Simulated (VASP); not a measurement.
Set up this calculation in VASP 6.6.1, as the native input.

- Task: single point
- Functional: PBEsol
- Potentials or basis: VASP PAW PBE potentials, release 64 (C, Ta_pv, H)
- Cutoff: 520 eV
- k mesh: 9 × 9 × 1
- Occupations: gaussian, width 0.1 eV
- Spin: no spin polarisation
- Dipole correction: yes
- Further INCAR settings: ALGO = Normal; EDIFF = 1e-06; NBANDS = 35

The structure of Ta3HC4 lies in POSCAR:

```
Ta3HC4
1.0
    3.1393032007      0.0000000000      0.0000000000
   -1.5696516003      2.7187163220      0.0000000000
    0.0000000000      0.0000000000     26.6896909896
C Ta H
4 3 1
Direct
    0.3333333333      0.6666666667      0.3184750248
    0.0000000000      0.0000000000      0.4145132416
    0.6666666667      0.3333333333      0.5104804925
    0.3333333333      0.6666666667      0.6027757737
    0.6666666667      0.3333333333      0.3664941332
    0.3333333333      0.6666666667      0.4613563618
    0.0000000000      0.0000000000      0.5612841424
    0.6666666667      0.3333333333      0.6105924086
```

These files were run (other wordings do the same):

INCAR

```
  ALGO = Normal
  DIPOL = 0.5 0.5 0.481
  EDIFF = 1E-6
  ENCUT = 520
  GGA = PS
  IDIPOL = 3
  ISIF = 2
  ISMEAR = 0
  LASPH = True
  LCHARG = False
  LDIPOL = True
  LREAL = False
  LWAVE = False
  NBANDS = 35
  NELM = 100
  PREC = Accurate
  SIGMA = 0.1
```

KPOINTS

```
k-points
0
Gamma
  9 9 1
```

Potentials or basis: VASP PAW PBE potentials, release 64 (C, Ta_pv, H).

The run is started by

```sh
$ cat potpaw_PBE.64/C/POTCAR potpaw_PBE.64/Ta_pv/POTCAR potpaw_PBE.64/H/POTCAR > POTCAR
$ mpirun -np 1 vasp_std > vasp.out
```

Results of the run:

- Largest force: 3.402 eV/Å
- Band gap on the k mesh: 0.10 eV, indirect (least direct gap 0.11 eV)

Caveat: the PAW data sets were made with another functional, which shifts forces and pressure a little; spin-orbit coupling is left out, which moves the levels of the heavy elements.

Run time: 2.8 min on 1 thread of Intel(R) Xeon(R) Platinum 8488C (Sapphire Rapids), with other jobs on the host, peak memory 0.36 GiB.
